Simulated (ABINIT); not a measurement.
# Pb (Fm-3m) in ABINIT: further runs

One crystal, Pb, is run at these levels: WC, PBEsol, PBE, AM05, BP86+D3(BJ); tasks: band structure, equation of state.

Everything below comes from runs of ABINIT 10.8.3 (patched build). Logs are shortened: lines on timing, memory, paths and dates and some standing lists are left out, and cuts for length are marked. The log counts tension as positive stress, the text compression.

## (1) The structure

It takes space group Fm-3m (No. 225, cubic). The conventional cell has a = 4.950 Å, b = 4.950 Å, c = 4.950 Å, α = 90.00°, β = 90.00°, γ = 90.00°. Pb (site symmetry m-3m) has 12 Pb at 3.50 Å as nearest neighbours.

## (2) Band structure, WC

run.abi

```
# Datasets: ground state, then fixed potential
ndtset 2

# Pseudopotentials
pp_dirpath "./"
pseudos "Pb.GGA_PBE-JTH_sp.xml"

# Structure
acell 3*1.0
rprim
     0.0000000000     4.6771099530     4.6771099530
     4.6771099530     0.0000000000     4.6771099530
     4.6771099530     4.6771099530     0.0000000000
ntypat 1
znucl 82
natom 1
typat 1
xred
     0.0000000000     0.0000000000     0.0000000000

# Plane-wave basis
ecut 15.0
pawecutdg 30.0

# Exchange and correlation
ixc 23

# Bands and occupations
occopt 3
tsmear 0.00183747

# SCF cycle
nstep 100

# Output
iomode 3
prtwf 0
prteig 0
prtebands 0
enunit 2
prtden1 1

# Dataset 1
kptopt1 1
ngkpt1 9 9 9
nshiftk1 1
shiftk1 0.0 0.0 0.0
nband1 6
tolvrs1 1.0e-9

# Dataset 2: bands along G-X-W-K-G-L-U-W-L-K
iscf2 -2
getden2 1
nband2 10
nbdbuf2 2
tolwfr2 1.0e-12
kptopt2 -9
ndivsm2 8
prteig2 1
kptbounds2
     0.0000000000     0.0000000000     0.0000000000
     0.5000000000     0.0000000000     0.5000000000
     0.5000000000     0.2500000000     0.7500000000
     0.3750000000     0.3750000000     0.7500000000
     0.0000000000     0.0000000000     0.0000000000
     0.5000000000     0.5000000000     0.5000000000
     0.6250000000     0.2500000000     0.6250000000
     0.5000000000     0.2500000000     0.7500000000
     0.5000000000     0.5000000000     0.5000000000
     0.3750000000     0.3750000000     0.7500000000
```

Potentials or basis: JTH PAW PBE v2.0 sp.

Command:

```bash
abinit run.abi > log 2>&1
```

run.abo:

```text
.Version 10.8.3 of ABINIT
 DATASET    1 : space group Fm -3 m (#225); Bravais cF (face-center cubic)
================================================================================
 Values of the parameters that define the memory need for DATASET  1.
     intxc =       0    ionmov =       0      iscf =      17    lmnmax =      13
     lnmax =       5     mgfft =      24  mpssoang =       3    mqgrid =    3001
     natom =       1  nloc_mem =       2    nspden =       1   nspinor =       1
    nsppol =       1      nsym =      48    n1xccc =       1    ntypat =       1
    occopt =       3   xclevel =       2
       mpw =         577          nfft =       13824          nkpt =          35
 PAW method is used; the additional fine FFT grid is defined by:
   mgfftf=        36    nfftf =     46656
================================================================================
================================================================================

 DATASET    2 : space group Fm -3 m (#225); Bravais cF (face-center cubic)
================================================================================
 Values of the parameters that define the memory need for DATASET  2.
     intxc =       0    ionmov =       0      iscf =      -2    lmnmax =      13
     lnmax =       5     mgfft =      24  mpssoang =       3    mqgrid =    3001
     natom =       1  nloc_mem =       2    nspden =       1   nspinor =       1
    nsppol =       1      nsym =      48    n1xccc =       1    ntypat =       1
    occopt =       3   xclevel =       2
       mpw =         584          nfft =       13824          nkpt =         139
 PAW method is used; the additional fine FFT grid is defined by:
   mgfftf=        36    nfftf =     46656
================================================================================
================================================================================

--------------------------------------------------------------------------------
------------- Echo of variables that govern the present computation ------------
--------------------------------------------------------------------------------
 -outvars: echo values of preprocessed input variables --------
            acell      1.0000000000E+00  1.0000000000E+00  1.0000000000E+00 Bohr
              amu      2.07200000E+02
             ecut      1.50000000E+01 Hartree
           enunit           2
           getden1          0
           getden2          1
             iscf1         17
             iscf2         -2
                       outvar_i_n : Printing only first  50 k-points.
              ixc          23
           jdtset        1    2
                       outvar_i_n : Printing only first  50 k-points.
           kptopt1          1
           kptopt2         -9
         kptrlatt        9    0    0      0    9    0      0    0    9
          kptrlen1     5.95298910E+01
          kptrlen2     3.00000000E+01
            natom           1
            nband1          6
            nband2         10
           nbdbuf1          0
           nbdbuf2          2
           ndtset           2
           ndivsm1          0
           ndivsm2          8
            ngfft          24      24      24
          ngfftdg          36      36      36
             nkpt1         35
             nkpt2        139
            nstep         100
             nsym          48
           ntypat           1
           occopt           3
        pawecutdg      3.00000000E+01 Hartree
         pawxcdev           0
        prtebands           0
           prteig1          0
           prteig2          1
            prtwf           0
            rprim      0.0000000000E+00  4.6771099530E+00  4.6771099530E+00
                       4.6771099530E+00  0.0000000000E+00  4.6771099530E+00
                       4.6771099530E+00  4.6771099530E+00  0.0000000000E+00
           shiftk1     0.00000000E+00  0.00000000E+00  0.00000000E+00
           shiftk2     5.00000000E-01  5.00000000E-01  5.00000000E-01
          spgroup         225
           tolvrs1     1.00000000E-09
           tolvrs2     0.00000000E+00
           tolwfr1     0.00000000E+00
           tolwfr2     1.00000000E-12
           tsmear      1.83747000E-03 Hartree
            typat      1
           useylm           1
                       outvars : Printing only first  50 k-points.
            znucl       82.00000

================================================================================

 chkinp: Checking input parameters for consistency, jdtset=   1.

 chkinp: Checking input parameters for consistency, jdtset=   2.

[... 921 lines left out ...]
  3.97E-13  1.60E-13  3.92E-13  5.15E-13  5.71E-14  3.72E-13  5.31E-13  4.30E-13
  2.42E-13  3.73E-13
 -2.4704E-01 -7.6728E-02 -4.2751E-02  1.2290E-01  2.3582E-01  3.5777E-01
  3.8464E-01  3.8776E-01  3.9173E-01  4.6671E-01
 Non-SCF case, kpt  139 (  0.37500  0.37500  0.75000), residuals and eigenvalues=
  2.06E-13  8.21E-14  6.65E-13  1.99E-13  8.04E-14  2.13E-13  3.06E-13  4.51E-13
  3.02E-13  2.59E-13
 -2.4437E-01 -7.9060E-02 -4.0530E-02  1.1781E-01  2.3259E-01  3.5037E-01
  3.8653E-01  3.8803E-01  3.9239E-01  4.6734E-01

--- !ResultsGS
iteration_state: {dtset: 2, }
comment   : Summary of ground state results
lattice_vectors:
- [  0.0000000,   4.6771100,   4.6771100, ]
- [  4.6771100,   0.0000000,   4.6771100, ]
- [  4.6771100,   4.6771100,   0.0000000, ]
lattice_lengths: [   6.61443,    6.61443,    6.61443, ]
lattice_angles: [ 60.000,  60.000,  60.000, ] # degrees, (23, 13, 12)
lattice_volume:   2.0462690E+02
convergence: {deltae:  0.000E+00, res2:  0.000E+00, residm:  9.995E-13, diffor:  0.000E+00, }
etotal    :  -3.71870318E+00
entropy   :   0.00000000E+00
fermie    :   1.85315312E-04
cartesian_stress_tensor: null
pressure_GPa: null
xred      :
- [  0.0000E+00,   0.0000E+00,   0.0000E+00, Pb]
cartesian_forces: null
force_length_stats: {min: null, max: null, mean: null, }
...

 Integrated electronic density in atomic spheres:
 ------------------------------------------------
 Atom  Sphere_radius  Integrated_density
    1        2.91365          2.67731990

================================================================================

 ----iterations are completed or convergence reached----

 Mean square residual over all n,k,spin=   39.774E-14; max=  99.945E-14
 reduced coordinates (array xred) for    1 atoms
       0.000000000000      0.000000000000      0.000000000000

 cartesian coordinates (angstrom) at end:
    1      0.00000000000000     0.00000000000000     0.00000000000000
 length scales=  1.000000000000  1.000000000000  1.000000000000 bohr
              =  0.529177210544  0.529177210544  0.529177210544 angstroms
 Eigenvalues (hartree) for nkpt= 139  k points:
 kpt#   1, nband= 10, wtk=  1.00000, kpt=  0.0000  0.0000  0.0000 (reduced coord)
  -0.42677    0.28058    0.28058    0.28058    0.33594    0.33594    0.33594    0.37469
   0.37469    0.40896
 kpt#   2, nband= 10, wtk=  1.00000, kpt=  0.0217  0.0000  0.0217 (reduced coord)
  -0.42632    0.27695    0.27772    0.27772    0.33443    0.33802    0.33802    0.37413
   0.37476    0.41064
 kpt#   3, nband= 10, wtk=  1.00000, kpt=  0.0435  0.0000  0.0435 (reduced coord)
  -0.42498    0.26710    0.27022    0.27022    0.33027    0.34320    0.34320    0.37238
   0.37496    0.41533
 kpt#   4, nband= 10, wtk=  1.00000, kpt=  0.0652  0.0000  0.0652 (reduced coord)
  -0.42275    0.25312    0.25992    0.25992    0.32432    0.34972    0.34972    0.36926
   0.37530    0.42214
 kpt#   5, nband= 10, wtk=  1.00000, kpt=  0.0870  0.0000  0.0870 (reduced coord)
  -0.41963    0.23673    0.24806    0.24806    0.31734    0.35642    0.35642    0.36448
   0.37577    0.43024
 kpt#   6, nband= 10, wtk=  1.00000, kpt=  0.1087  0.0000  0.1087 (reduced coord)
  -0.41563    0.21895    0.23536    0.23536    0.30988    0.35774    0.36276    0.36276
[... 385 lines left out ...]
 kpt# 135, nband= 10, wtk=  1.00000, kpt=  0.4107  0.4107  0.6786 (reduced coord)
  -0.26220   -0.09997    0.00329    0.14315    0.24970    0.37407    0.37466    0.38737
   0.38890    0.45856
 kpt# 136, nband= 10, wtk=  1.00000, kpt=  0.4018  0.4018  0.6964 (reduced coord)
  -0.25656   -0.09066   -0.01673    0.13565    0.24438    0.36996    0.37817    0.38848
   0.38935    0.46249
 kpt# 137, nband= 10, wtk=  1.00000, kpt=  0.3929  0.3929  0.7143 (reduced coord)
  -0.25133   -0.08190   -0.03327    0.12887    0.23975    0.36432    0.38170    0.38808
   0.39076    0.46515
 kpt# 138, nband= 10, wtk=  1.00000, kpt=  0.3839  0.3839  0.7321 (reduced coord)
  -0.24704   -0.07673   -0.04275    0.12290    0.23582    0.35777    0.38464    0.38776
   0.39173    0.46671
 kpt# 139, nband= 10, wtk=  1.00000, kpt=  0.3750  0.3750  0.7500 (reduced coord)
  -0.24437   -0.07906   -0.04053    0.11781    0.23259    0.35037    0.38653    0.38803
   0.39239    0.46734
 Eigenvalues (   eV  ) for nkpt= 139  k points:
 kpt#   1, nband= 10, wtk=  1.00000, kpt=  0.0000  0.0000  0.0000 (reduced coord)
 -11.61300    7.63505    7.63505    7.63505    9.14149    9.14149    9.14149   10.19589
  10.19589   11.12847
 kpt#   2, nband= 10, wtk=  1.00000, kpt=  0.0217  0.0000  0.0217 (reduced coord)
 -11.60085    7.53612    7.55720    7.55720    9.10020    9.19807    9.19807   10.18063
  10.19775   11.17408
 kpt#   3, nband= 10, wtk=  1.00000, kpt=  0.0435  0.0000  0.0435 (reduced coord)
 -11.56442    7.26813    7.35312    7.35312    8.98711    9.33897    9.33897   10.13304
  10.20331   11.30171
 kpt#   4, nband= 10, wtk=  1.00000, kpt=  0.0652  0.0000  0.0652 (reduced coord)
 -11.50373    6.88784    7.07266    7.07266    8.82509    9.51625    9.51625   10.04807
  10.21252   11.48712
 kpt#   5, nband= 10, wtk=  1.00000, kpt=  0.0870  0.0000  0.0870 (reduced coord)
 -11.41882    6.44183    6.74999    6.74999    8.63525    9.69878    9.69878    9.91810
  10.22526   11.70750
 kpt#   6, nband= 10, wtk=  1.00000, kpt=  0.1087  0.0000  0.1087 (reduced coord)
 -11.30975    5.95800    6.40457    6.40457    8.43229    9.73451    9.87121    9.87121
[... 386 lines left out ...]
  -7.13478   -2.72028    0.08943    3.89541    6.79470   10.17897   10.19501   10.54099
  10.58257   12.47816
 kpt# 136, nband= 10, wtk=  1.00000, kpt=  0.4018  0.4018  0.6964 (reduced coord)
  -6.98144   -2.46685   -0.45523    3.69117    6.64990   10.06716   10.29060   10.57102
  10.59473   12.58497
 kpt# 137, nband= 10, wtk=  1.00000, kpt=  0.3929  0.3929  0.7143 (reduced coord)
  -6.83911   -2.22874   -0.90533    3.50663    6.52397    9.91356   10.38668   10.56016
  10.63309   12.65747
 kpt# 138, nband= 10, wtk=  1.00000, kpt=  0.3839  0.3839  0.7321 (reduced coord)
  -6.72222   -2.08788   -1.16330    3.34417    6.41698    9.73530   10.46663   10.55156
  10.65965   12.69979
 kpt# 139, nband= 10, wtk=  1.00000, kpt=  0.3750  0.3750  0.7500 (reduced coord)
  -6.64955   -2.15133   -1.10287    3.20572    6.32903    9.53393   10.51809   10.55876
  10.67757   12.71708

== END DATASET(S) ==============================================================
================================================================================

 -outvars: echo values of variables after computation  --------
            acell      1.0000000000E+00  1.0000000000E+00  1.0000000000E+00 Bohr
           etotal1    -3.7187031819E+00
            fcart1    -0.0000000000E+00 -0.0000000000E+00 -0.0000000000E+00
            rprim      0.0000000000E+00  4.6771099530E+00  4.6771099530E+00
                       4.6771099530E+00  0.0000000000E+00  4.6771099530E+00
                       4.6771099530E+00  4.6771099530E+00  0.0000000000E+00
           strten1     1.0460334058E-05  1.0460334058E-05  1.0460334058E-05
                       0.0000000000E+00  0.0000000000E+00  0.0000000000E+00
 Calculation completed.
```

Run time: 13 s. Hardware: 1 thread of Arm Neoverse V1, shared host; peak memory 0.12 GiB.

What came out:

- Free energy: -101.1911 eV
- Pressure: -0.3 GPa
- Band gap on the k mesh: none (metal or under the smearing width)
- Valence electrons inside the program's atomic spheres: Pb 2.68 (radii [1.5418] Å)

Levels at the corners of the path, in eV from the Fermi level:
```tsv
point	band 1	band 2	band 3	band 4	band 5	band 6
Γ	-11.62	7.63	7.63	7.63	9.14	9.14
X	-6.60	-3.13	2.29	2.29	5.36	6.28
W	-6.45	-1.24	-1.24	0.41	9.70	9.76
K	-6.65	-2.16	-1.11	3.20	6.32	9.53
Γ	-11.62	7.63	7.63	7.63	9.14	9.14
L	-8.06	-4.08	5.83	5.83	8.34	8.83
U	-6.65	-2.16	-1.11	3.20	6.32	9.53
W	-6.45	-1.24	-1.24	0.41	9.70	9.76
L	-8.06	-4.08	5.83	5.83	8.34	8.83
K	-6.65	-2.16	-1.11	3.20	6.32	9.53
```

Caveat: the PAW data sets were made with another functional, which shifts forces and pressure a little; spin-orbit coupling is left out, which moves the levels of the heavy elements; this set keeps more shells in the core, which shifts pressures and gaps.

(Continued in part 2 of 2.)
